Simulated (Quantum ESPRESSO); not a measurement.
# Al: equation of state with LDA

**Measured values to compare with.**

From “The interpretation of polycrystalline coherent inelastic neutron scattering from aluminium”, 2013, pmc:3831299, for a bulk crystal of Al: bulk modulus 76.9 GPa.

The system is Al.

```
Al
1.0
     0.00000    2.02481    2.02481
     2.02481    0.00000    2.02481
     2.02481    2.02481    0.00000
Al
1
Direct
  0.00000 0.00000 0.00000
```

```yaml
Program: Quantum ESPRESSO 7.5
Task: equation of state
Functional: LDA
Potentials_or_basis: PseudoDojo 0.4.1 SR LDA standard
Cutoff: 599 eV
Density_cutoff: 2395 eV
k_mesh: 11 × 11 × 11
Occupations: fermi-dirac, width 0.05 eV
Spin: no spin polarisation
Form_of_the_LDA_correlation: PW92
Mixing_beta: 0.5
Most_SCF_iterations: 120
SCF_threshold: 2e-10 Ry
```

The equilibrium volume is 15.77 Å³/atom and the bulk modulus is 85 GPa. The pressure derivative of the bulk modulus is 4.6.

Energy against volume, from the lowest point:
| volume (Å³/atom) | energy (meV/atom) |
| --- | --- |
| 15.607 | 0.03 |
| 15.939 | 0.00 |
| 16.271 | 3.47 |
| 16.603 | 10.06 |
| 16.935 | 19.43 |
| 17.267 | 31.26 |
| 17.599 | 45.27 |

All runs of the series together: 18 s on 1 thread of Arm Neoverse V1 (shared host).

A measured bulk modulus of Al is 76.9 GPa (quoted in “The interpretation of polycrystalline coherent inelastic neutron scattering from aluminium”, 2013, pmc:3831299); the calculated 85 GPa misses it by +10.8 %. The fit is for a static lattice scaled at fixed shape and fixed fractional positions. The cell as given is a measured one (16.60 Å³/atom); LDA puts the equilibrium volume -5.0 % from it, thermal expansion not counted.
